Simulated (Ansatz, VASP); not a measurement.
# Cross-check of GaAs between VASP and Ansatz, part 2 of 2

One calculation is typed for both programs; each brings its own data sets and cutoff. How far apart do they land?

VASP 6.6.1 and Ansatz 0.2.0.

So far. Step 3 (VASP: band structure, r2SCAN-EpsX with an …): The k-mesh is coarse for unscreened exact exchange, which converges slowly with it. Spin-orbit coupling is off here; it would split degenerate levels, and it lifts a valence top of As p states by about 0.1 eV.

## Step 4: Side by side

Known differences besides the potentials themselves: exact exchange at q = 0 is treated differently, which shows on coarse meshes; VASP keeps PBE cores, Ansatz makes them for the functional; the data sets hold 28 valence electrons in Ansatz (default PAW (the set named soft_2) files) and 18 in VASP; the cutoff is 500 eV in Ansatz and 400 eV in VASP; VASP takes a coarser grid for exact exchange (PRECFOCK = Fast). Total energies have different zeros and are not compared.

Both answers:

| quantity | Ansatz | VASP | difference |
| --- | --- | --- | --- |
| gap over the path points (eV) | 1.231 | 1.214 | +0.017 |

Levels at points of the path, from each program's valence-band top (eV; 3 filled, then empty):

| k (reciprocal lattice) | Ansatz | VASP |
| --- | --- | --- |
| 0.000 0.000 0.000 | 0.00 0.00 0.00 1.23 4.25 4.25 | 0.00 0.00 0.00 1.21 4.25 4.25 |
| 0.500 0.000 0.500 | -7.10 -2.82 -2.82 1.93 2.14 11.17 | -7.11 -2.82 -2.82 1.92 2.13 11.15 |
| 0.500 0.200 0.700 | -6.92 -3.63 -3.44 4.47 4.64 7.04 | -6.93 -3.62 -3.43 4.46 4.63 7.03 |
| 0.400 0.350 0.750 | -6.90 -4.02 -2.48 2.64 5.26 8.38 | -6.90 -4.02 -2.48 2.63 5.25 8.37 |
| 0.150 0.150 0.300 | -3.81 -1.86 -0.43 3.08 4.90 4.97 | -3.81 -1.86 -0.43 3.07 4.89 4.96 |
| 0.200 0.200 0.200 | -3.35 -0.52 -0.52 2.18 4.99 4.99 | -3.35 -0.52 -0.52 2.17 4.98 4.98 |
| 0.550 0.400 0.550 | -6.82 -2.66 -1.56 2.80 5.02 6.06 | -6.82 -2.66 -1.56 2.79 5.01 6.05 |
| 0.600 0.250 0.650 | -6.90 -4.02 -2.48 2.64 5.26 8.38 | -6.90 -4.02 -2.48 2.63 5.25 8.37 |
| 0.500 0.250 0.750 | -6.90 -3.70 -3.49 5.26 5.28 6.14 | -6.91 -3.70 -3.49 5.26 5.26 6.13 |
| 0.500 0.500 0.500 | -6.93 -1.21 -1.21 1.57 5.20 5.20 | -6.93 -1.21 -1.21 1.56 5.20 5.20 |

Among the levels compared at these points, filled levels agree within 6 meV and empty ones within 18 meV.

## Step 5: VASP: band structure, B3LYP with an exact-exchange share of 0.2

Levels along a path test the potential and the projectors away from the mesh points.

The run reads the wave functions of an earlier VASP run, which isn't shown here.

INCAR reads:

```
SYSTEM = GaAs
PREC = Accurate
ENCUT = 400
EDIFF = 1E-06
NELM = 100
ISMEAR = 0
SIGMA = 0.02
LREAL = .FALSE.
ALGO = Normal
LHFCALC = .TRUE.
AEXX = 0.2
GGA = B3
AGGAX = 0.72
AGGAC = 0.81
ALDAC = 0.19
LASPH = .TRUE.
NBANDS = 15
PRECFOCK = Fast
HFRCUT = -1
LORBIT = 11
LWAVE = .FALSE.
LCHARG = .FALSE.
KPAR = 4
```

POSCAR reads:

```
GaAs
1.0
    0.0000000000      2.8268500000      2.8268500000
    2.8268500000      0.0000000000      2.8268500000
    2.8268500000      2.8268500000      0.0000000000
Ga As
1 1
Direct
    0.0000000000      0.0000000000      0.0000000000
    0.2500000000      0.2500000000      0.2500000000
```

KPOINTS reads:

```
Automatic mesh
0
Gamma
4 4 4
0 0 0
```

KPOINTS_OPT reads:

```
Line mode
6
Line-mode
Reciprocal
  0.00000000   0.00000000   0.00000000 GAMMA
  0.50000000   0.00000000   0.50000000 X

  0.50000000   0.00000000   0.50000000 X
  0.50000000   0.25000000   0.75000000 W

  0.50000000   0.25000000   0.75000000 W
  0.37500000   0.37500000   0.75000000 K

  0.37500000   0.37500000   0.75000000 K
  0.00000000   0.00000000   0.00000000 GAMMA

  0.00000000   0.00000000   0.00000000 GAMMA
  0.50000000   0.50000000   0.50000000 L

  0.50000000   0.50000000   0.50000000 L
  0.62500000   0.25000000   0.62500000 U

  0.62500000   0.25000000   0.62500000 U
  0.50000000   0.25000000   0.75000000 W

  0.50000000   0.25000000   0.75000000 W
  0.50000000   0.50000000   0.50000000 L

  0.50000000   0.50000000   0.50000000 L
  0.37500000   0.37500000   0.75000000 K

  0.62500000   0.25000000   0.62500000 U
  0.50000000   0.00000000   0.50000000 X
```

The projector-augmented-wave data sets are Ga_d and As (PBE family, release 64).

Command:

```console
$ mpirun -np 4 vasp_std
```

Numbers of over 12 decimals in the logs are rounded to 6 here.

Log:

```text
[banner, memory and clock lines left out]
running    4 mpi-ranks, on    1 nodes
[...]
[... a notice as in an earlier step ...]

 LDA part: xc-table for (Slater(with rela. corr.)+VWN3), standard interpolation
 found WAVECAR, reading the header
 POSCAR, INCAR and KPOINTS ok, starting setup
[...]
HFRCUT set to (new)   8.837781
 reading WAVECAR
 the WAVECAR file was read successfully
 initial charge from wavefunction
 entering main loop
       N       E                     dE             d eps       ncg     rms          rms(c)
DAV:   1    -0.892834280225E+01   -0.89283E+01   -0.34754E-01   359   0.115E+01    0.137E+00
DAV:   2    -0.892590621757E+01    0.24366E-02   -0.40253E-02   320   0.317E+00    0.936E-01
DAV:   3    -0.892374825139E+01    0.21580E-02   -0.38723E-03   317   0.962E-01    0.576E-01
DAV:   4    -0.892341703598E+01    0.33122E-03   -0.93309E-04   310   0.281E-01    0.357E-01
DAV:   5    -0.892338267265E+01    0.34363E-04   -0.15514E-04   304   0.846E-02    0.218E-01
[...]
DAV:   8    -0.892336915850E+01    0.10198E-05   -0.96153E-07   190   0.627E-03    0.461E-02
DAV:   9    -0.892336901854E+01    0.13996E-06   -0.50393E-07   141   0.521E-03
   1 F= -.89233690E+01 E0= -.89233690E+01  d E =-.162887E-20
 Start KPOINTS_OPT (optional k-point list driver)
k-point batch [1-8\60]
       N       E                     dE             ncg
DAV:   1    -0.353010521535E+03   -0.29676E+04      240
DAV:   2    -0.112192643582E+04   -0.76892E+03      268
DAV:   3    -0.118098878381E+04   -0.59062E+02      303
DAV:   4    -0.118239795909E+04   -0.14092E+01      297
DAV:   5    -0.118241531406E+04   -0.17355E-01      331
DAV:   6    -0.118241576413E+04   -0.45007E-03      379
DAV:   7    -0.118241577021E+04   -0.60795E-05      307
DAV:   8    -0.118241577043E+04   -0.21531E-06      282
[...]
k-point batch [57-60\60]
       N       E                     dE             ncg
DAV:   1     0.211972952606E+04   -0.26992E+04      120
DAV:   2     0.174574165717E+04   -0.37399E+03      120
DAV:   3     0.171706772414E+04   -0.28674E+02      148
DAV:   4     0.171648626018E+04   -0.58146E+00      149
DAV:   5     0.171648009671E+04   -0.61635E-02      162
DAV:   6     0.171647991259E+04   -0.18412E-03      186
DAV:   7     0.171647991034E+04   -0.22462E-05      153
DAV:   8     0.171647991028E+04   -0.61310E-07      137
```

From OUTCAR (step 5):

```text
 POSITION                                       TOTAL-FORCE (eV/Angst)
 -----------------------------------------------------------------------------------
      0.00000      0.00000      0.00000         0.000000      0.000000      0.000000
      1.41342      1.41342      1.41342        -0.000000     -0.000000     -0.000000
 -----------------------------------------------------------------------------------
    total drift:                               -0.000047     -0.000046     -0.000030

  FREE ENERGIE OF THE ION-ELECTRON SYSTEM (eV)
  ---------------------------------------------------
  free  energy   TOTEN  =        -8.9233690185 eV

  energy  without entropy=       -8.9233690185  energy(sigma->0) =       -8.92336902

[... 2 parts as in an earlier step ...]

[... 1 further part left out ...]
[key lines of the parts left out:]
E-fermi :   3.6840
```

## Step 6: Ansatz: band structure, B3LYP with an exact-exchange share of 0.2

The same cell, functional (in two slightly different forms), mesh and smearing now go to Ansatz, which takes its cutoff from its data sets.

input.yaml reads:

```yaml
crystal:
  lattice:
    - [0.0, 2.82685, 2.82685]
    - [2.82685, 0.0, 2.82685]
    - [2.82685, 2.82685, 0.0]
  atoms:
    - { symbol: Ga, position: [0.0, 0.0, 0.0] }
    - { symbol: As, position: [0.25, 0.25, 0.25] }
hamiltonian:
  xc: b3lyp
  pseudopotentials: { kind: paw }
kpoints:
  mp_grid: { grid: [4, 4, 4] }
  band_path:
    path:
      - [0.0, 0.0, 0.0]
      - [0.5, 0.0, 0.5]
      - [0.5, 0.2, 0.7]
      - [0.4, 0.35, 0.75]
      - [0.15, 0.15, 0.3]
      - [0.2, 0.2, 0.2]
      - [0.55, 0.4, 0.55]
      - [0.6, 0.25, 0.65]
      - [0.5, 0.25, 0.75]
      - [0.5, 0.5, 0.5]
      - [0.375, 0.375, 0.75]
      - [0.5, 0.0, 0.5]
    npoints: 1
scf:
  occupations: { method: gaussian, width: 0.02 }
  n_extra_bands: 7
output:
  forces: true
  stress: true
  eigenvalues: true
```

Command:

```console
$ ansatz run input.yaml --threads 4 --pin off --max-ram 9216MiB --backend cpu --events-out ev --progress --plain --runs-dir out
```

Log:

```text
[...]
Crystal: 2 atoms, lattice volume = 45.179 Å³
Basis set: ecut = 420 eV, 893 PW (Γ), exchange–correlation on 54×54×54 points (8 copies of the dense FFT grid, shifted against one another)
Bands: 21, of which v1, the nominal top of the filled ones, is band 14 counted from 1 (13 counted from 0)
Symmetry: 24 space group operations
[...]
k-points: 8 of 64 (time reversal used)
[...]
--- Band table (eV; the first three rows and the last of 8) ---
  k-point 0: bands = [... 10 lower, -5.9846, 7.8042, 7.8042, 7.8042, 9.4230, 12.7783, 12.7783, 12.7783, ... 3 higher]
  k-point 1: bands = [... 10 lower, -5.2590, 3.4073, 7.0932, 7.0932, 10.4008, 13.6961, 13.6961, 15.1375, ... 3 higher]
  k-point 2: bands = [... 10 lower, -4.1242, 0.6591, 6.5827, 6.5827, 9.9318, 13.7519, 13.7519, 17.0663, ... 3 higher]
  k-point 7: bands = [... 10 lower, -3.2688, 0.6355, 4.0690, 4.2978, 13.7564, 13.8323, 14.5987, 15.2226, ... 3 higher]
[key lines of the parts left out:]
Free energy (F): -8658.056852 eV
Fermi energy:    8.613703 eV
P = ⅓ Tr σ = 4.4029 GPa (44.029 kbar)
```

Run time: 18 s. Hardware: 4 threads of Arm Neoverse V2, shared host; peak memory 0.72 GiB; 67 s of CPU time.

## Step 7: Comparison

What differs besides the data sets and the points named for the pairs above, as far as they apply: the cutoff is 420 eV in Ansatz and 400 eV in VASP; VASP's log shows a relativistic correction to its local exchange, Ansatz's none. Total energies have different zeros and are not compared.

Both answers:

```csv
quantity,Ansatz,VASP,difference
gap over the path points (eV),1.619,1.670,-0.051
```

Levels at points of the path, from each program's valence-band top (eV; 3 filled, then empty):

```csv
k (reciprocal lattice),Ansatz,VASP
0.000 0.000 0.000,0.00 0.00 0.00 1.62 4.97 4.97,0.00 0.00 0.00 1.67 4.97 4.97
0.500 0.000 0.500,-7.37 -2.86 -2.86 2.65 2.83 11.79,-7.37 -2.86 -2.86 2.66 2.84 11.79
0.500 0.200 0.700,-7.19 -3.66 -3.45 5.19 5.33 7.73,-7.18 -3.66 -3.45 5.19 5.33 7.73
0.400 0.350 0.750,-7.16 -4.07 -2.51 3.34 5.98 9.08,-7.15 -4.07 -2.52 3.35 5.98 9.07
0.150 0.150 0.300,-3.97 -1.83 -0.42 3.63 5.57 5.69,-3.96 -1.82 -0.43 3.65 5.57 5.68
0.200 0.200 0.200,-3.46 -0.52 -0.52 2.72 5.70 5.70,-3.45 -0.52 -0.52 2.75 5.70 5.70
0.550 0.400 0.550,-7.05 -2.69 -1.57 3.40 5.75 6.80,-7.04 -2.68 -1.57 3.42 5.75 6.79
0.600 0.250 0.650,-7.16 -4.07 -2.51 3.34 5.98 9.08,-7.15 -4.07 -2.52 3.35 5.98 9.07
0.500 0.250 0.750,-7.17 -3.73 -3.51 5.95 6.03 6.79,-7.16 -3.73 -3.50 5.95 6.03 6.80
0.500 0.500 0.500,-7.14 -1.22 -1.22 2.13 5.95 5.95,-7.14 -1.23 -1.23 2.15 5.95 5.95
```

Among the levels compared at these points, filled levels agree within 11 meV and empty ones within 51 meV.

## Step 8: Outcome

```
difference in gap over the path points (band structure, r2SCAN-EpsX with an exact-exchange share of 0.041) : 0.017 eV
difference in gap over the path points (band structure, B3LYP with an exact-exchange share of 0.2)         : -0.051 eV
```

In words: The difference in gap over the path points is -0.051 eV (band structure, B3LYP with an exact-exchange share of 0.2), within the 0.08 eV picked in this series as the mark of a large difference. How closely two codes agree says nothing of how well the functional describes the real material.

[Lines on the potential files, build, host, timing and source positions are cut from VASP's logs without a mark.]

[Logs are printed without paths, hosts, clocks, repeated set-up lines and the standing remarks that a program may print on its own settings, such as how far it seeks lower states.]

[Hosts, paths, dates, database ids (printed as entryN), source tags and the programs' standing remarks are cut or masked in the printed files.]
